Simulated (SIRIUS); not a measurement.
# BN under changes of volume

One of the cells (6.088 Å³/atom); the others are scaled copies at fixed shape and fractional positions:

```
N B
1.0
     2.57085    0.00000    0.00000
    -1.28543    2.22642    0.00000
     0.00000    0.00000    4.25485
N B
2 2
Direct
  0.33333 0.66667 0.12528
  0.66667 0.33333 0.62528
  0.33333 0.66667 0.49972
  0.66667 0.33333 0.99972
```

Measurements of this composition are mostly on another form, of space group No. 194.

```yaml
Program: SIRIUS 7.10.0
Functional: PBE
Potentials_or_basis: PseudoDojo 0.4.1 PBE standard (scalar relativistic)
Cutoff: 1152 eV
Density_cutoff: 4606 eV
k_mesh: 12 × 12 × 6
Occupations: fermi-dirac, width 0.05 eV
Spin: no spin polarisation
```

```csv
volume (Å³/atom),energy over the lowest point (meV/atom),pressure (GPa),gap on the mesh (eV),largest force (eV/Å)
5.611,?,?,?,?
5.730,8.63,15.9,5.21,0.017
5.850,0.00,7.4,5.24,0.001
6.088,0.39,-7.4,5.30,0.030
6.208,8.37,-13.9,5.32,0.044
6.327,20.92,-19.7,5.34,0.057
```

Q: What does the run at 5.611 Å³/atom give?

A: Energy over the lowest point 23.92 meV/atom; pressure 25.3 GPa; gap on the mesh 5.18 eV; largest force 0.035 eV/Å.

Worked out: A Birch-Murnaghan fit of order 3 (a polynomial in V^(-2/3)) to the other rows has its minimum at 5.96 Å³/atom with B0 = V·E''(V) = 370 GPa and B' = 3.5 at fixed shape and positions, which overstates the stiffness. It gives 23.75 meV/atom at 5.611 Å³/atom, against the run's 23.92, and -dE/dV = 25.0 GPa, against 25.3. A straight line through the other rows of the gap, of slope 1.33 eV per unit of ln V, extrapolates to 5.18 eV, against the run's 5.18.

Energies are extrapolated to zero smearing.

A mesh can miss the band edges.
